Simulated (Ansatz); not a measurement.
# HfO2 (Fm-3m), symmetry broken, then relaxed

Computed with Ansatz, DFT r2SCAN, scalar-relativistic, plane waves, PAW. Cutoff 500 eV, Γ-centred 6×6×4 k-points, Gaussian smearing of 0.05 eV. Spin–orbit coupling is left out, which can shift energies with elements as heavy as these. No spin polarisation. Energies are free energies at this smearing, counted from the undisturbed cell; pressure is positive in compression.

The undisturbed cell (relaxed at this level; this fluorite-type form isn't the usual structure):

```xyz
6
Lattice="0.0000 -2.5292 -2.5292 0.0000 2.5292 -2.5292 5.0583 0.0000 0.0000" Properties=species:S:1:pos:R:3 pbc="T T T"
Hf    2.5292    0.0000   -2.5292
Hf    0.0000    0.0000    0.0000
O     3.7937    1.2646   -1.2646
O     1.2646   -1.2646   -1.2646
O     1.2646    1.2646   -1.2646
O     3.7937   -1.2646   -1.2646
```

The atoms are displaced (Å, in the unstrained cell):

| atom | ux | uy | uz |
| --- | --- | --- | --- |
| Hf1 | 0.352 | 0.166 | 0.362 |
| Hf2 | -0.352 | -0.166 | -0.362 |
| O3 | 0.143 | -0.132 | 0.095 |
| O4 | -0.143 | 0.132 | -0.095 |
| O5 | 0.085 | -0.034 | 0.359 |
| O6 | -0.085 | 0.034 | -0.359 |

Cell and atoms are then relaxed.

**Question.** Does the relaxation return to the undisturbed structure?

**Answer.** No. It ends 33.2 meV/atom below it. The disturbance itself cost 1891.2 meV/atom. The final space group reads P4_2/nmc (tolerance 0.05 Å) and the volume changes by 2.85 %.

Final structure:

```xyz
6
Lattice="0.0000 -2.5292 -2.5292 0.0000 2.5292 -2.5292 5.2026 -0.0001 0.0000" Properties=species:S:1:pos:R:3 pbc="T T T"
Hf    2.6013    0.0003   -2.5290
Hf    0.0000   -2.5288   -2.5290
O     4.1821    1.2642   -1.2651
O     1.0205    1.2646   -3.7934
O     1.5808   -1.2646   -3.7934
O     3.6219   -1.2650   -1.2651
```

The relaxation, step by step (energy from the first step; small jumps at an unchanged geometry come where the plane waves are selected anew for the new cell):

```tsv
step	ΔE (meV/atom)	largest force component (eV/Å)	pressure (GPa)
1	0.0	22.071	61.48
2	-1266.4	9.910	20.38
3	-1761.6	2.586	6.89
4	-1915.6	0.296	2.34
5	-1924.0	0.015	-0.23
6	-1924.2	0.006	-0.26
7	-1924.2	0.001	-0.01
8	-1924.4	0.001	-0.15
9	-1924.4	0.000	0.00
10	-1924.4	0.000	0.00
```

Frames along the relaxation (Å, eV/Å):

```xyz
6
Lattice="0.000 -2.529 -2.529 0.000 2.529 -2.529 5.058 0.000 0.000" Properties=species:S:1:pos:R:3:forces:R:3 pbc="T T T" step=1
Hf    2.881    0.166   -2.167  -22.071    2.215  -11.709
Hf   -0.352    2.363   -2.892   17.971   -5.436    9.578
O     3.936    1.133   -1.169    0.591   12.549   -3.828
O     1.122   -1.133   -1.360   -0.583    0.092    3.508
O     1.350    1.231   -0.906    2.057   -0.478   -3.769
O     3.708   -1.231   -1.623    2.035   -8.943    6.220
6
Lattice="-0.010 -2.552 -2.565 -0.012 2.560 -2.573 5.062 -0.001 0.022" Properties=species:S:1:pos:R:3:forces:R:3 pbc="T T T" step=2
Hf    2.689    0.153   -2.249   -9.910   -0.164   -4.168
Hf   -0.206    2.410   -2.887    7.335   -0.256    3.779
O     3.929    1.181   -1.231    0.216    4.175   -3.068
O     1.124   -1.157   -1.329    0.652   -0.837    1.968
O     1.375    1.245   -0.973    1.330   -0.069   -2.770
O     3.700   -1.263   -1.558    0.377   -2.850    4.259
6
Lattice="-0.002 -2.527 -2.523 -0.017 2.544 -2.539 5.191 -0.015 0.019" Properties=species:S:1:pos:R:3:forces:R:3 pbc="T T T" step=3
Hf    2.581    0.066   -2.254   -1.421   -0.289   -2.326
Hf   -0.068    2.493   -2.809   -0.170    0.884    2.586
O     4.009    1.184   -1.345    0.912    1.346   -0.753
O     1.180   -1.197   -1.207    0.731   -1.518   -0.177
O     1.440    1.258   -1.083    0.111    0.463   -0.733
O     3.789   -1.272   -1.385   -0.164   -0.887    1.402
6
Lattice="0.081 -2.536 -2.532 -0.075 2.538 -2.534 5.141 -0.156 -0.006" Properties=species:S:1:pos:R:3:forces:R:3 pbc="T T T" step=4
Hf    2.571   -0.044   -2.426   -0.065   -0.175   -0.155
Hf   -0.074    2.547   -2.624   -0.071   -0.022    0.162
O     4.069    1.105   -1.322    0.296    0.175    0.229
O     1.075   -1.290   -1.267   -0.093   -0.032    0.116
O     1.500    1.227   -1.236    0.072    0.027   -0.117
O     3.646   -1.393   -1.274   -0.139    0.027   -0.235
6
Lattice="0.021 -2.533 -2.531 -0.017 2.530 -2.528 5.214 -0.037 -0.004" Properties=species:S:1:pos:R:3:forces:R:3 pbc="T T T" step=5
Hf    2.607   -0.009   -2.505    0.004   -0.002   -0.008
Hf   -0.017    2.536   -2.544    0.015   -0.007    0.011
O     4.188    1.223   -1.284   -0.006    0.002    0.001
O     1.028   -1.271   -1.261    0.000    0.008    0.003
O     1.581    1.256   -1.254   -0.009   -0.011   -0.008
O     3.635   -1.302   -1.279   -0.004    0.009    0.000
6
Lattice="0.005 -2.531 -2.531 -0.004 2.530 -2.530 5.206 -0.008 -0.001" Properties=species:S:1:pos:R:3:forces:R:3 pbc="T T T" step=6
Hf    2.603   -0.002   -2.525    0.001   -0.001   -0.002
Hf   -0.004    2.532   -2.534    0.000    0.000    0.002
O     4.184    1.256   -1.270    0.006    0.001    0.001
O     1.023   -1.266   -1.264   -0.006   -0.001    0.000
O     1.581    1.263   -1.263    0.006    0.000   -0.001
O     3.626   -1.273   -1.269   -0.006    0.001    0.001
6
Lattice="0.000 -2.530 -2.530 0.000 2.530 -2.530 5.204 -0.001 0.000" Properties=species:S:1:pos:R:3:forces:R:3 pbc="T T T" step=7
Hf    2.602    0.000   -2.529    0.000   -0.001   -0.001
Hf    0.000    2.530   -2.530    0.000    0.000    0.000
O     4.184    1.263   -1.266    0.001    0.000    0.001
O     1.021   -1.265   -1.264   -0.001    0.000    0.000
O     1.582    1.265   -1.264    0.001    0.000    0.000
O     3.623   -1.266   -1.266   -0.001    0.000    0.000
6
Lattice="0.000 -2.530 -2.530 0.000 2.530 -2.530 5.204 -0.001 0.000" Properties=species:S:1:pos:R:3:forces:R:3 pbc="T T T" step=8
Hf    2.602    0.000   -2.529    0.000   -0.001    0.000
Hf    0.000    2.530   -2.530    0.000    0.000    0.000
O     4.184    1.263   -1.266    0.001    0.000    0.001
O     1.021   -1.265   -1.264   -0.001    0.000    0.000
O     1.582    1.265   -1.264    0.001    0.000    0.000
O     3.623   -1.266   -1.266   -0.001    0.000    0.000
6
Lattice="0.000 -2.529 -2.529 0.000 2.529 -2.529 5.203 0.000 0.000" Properties=species:S:1:pos:R:3:forces:R:3 pbc="T T T" step=9
Hf    2.601    0.000   -2.529    0.000    0.000    0.000
Hf    0.000    2.530   -2.529    0.000    0.000    0.000
O     4.182    1.264   -1.265    0.000    0.000    0.000
O     1.021   -1.265   -1.264    0.000    0.000    0.000
O     1.581    1.265   -1.264    0.000    0.000    0.000
O     3.622   -1.265   -1.265    0.000    0.000    0.000
6
Lattice="0.000 -2.529 -2.529 0.000 2.529 -2.529 5.203 0.000 0.000" Properties=species:S:1:pos:R:3:forces:R:3 pbc="T T T" step=10
Hf    2.601    0.000   -2.529    0.000    0.000    0.000
Hf    0.000    2.530   -2.529    0.000    0.000    0.000
O     4.182    1.264   -1.265    0.000    0.000    0.000
O     1.021   -1.265   -1.264    0.000    0.000    0.000
O     1.581    1.265   -1.264    0.000    0.000    0.000
O     3.622   -1.265   -1.265    0.000    0.000    0.000
```

Cost: 3 runs of about 13 core-minutes in all, on Arm Neoverse V1 (shared hosts).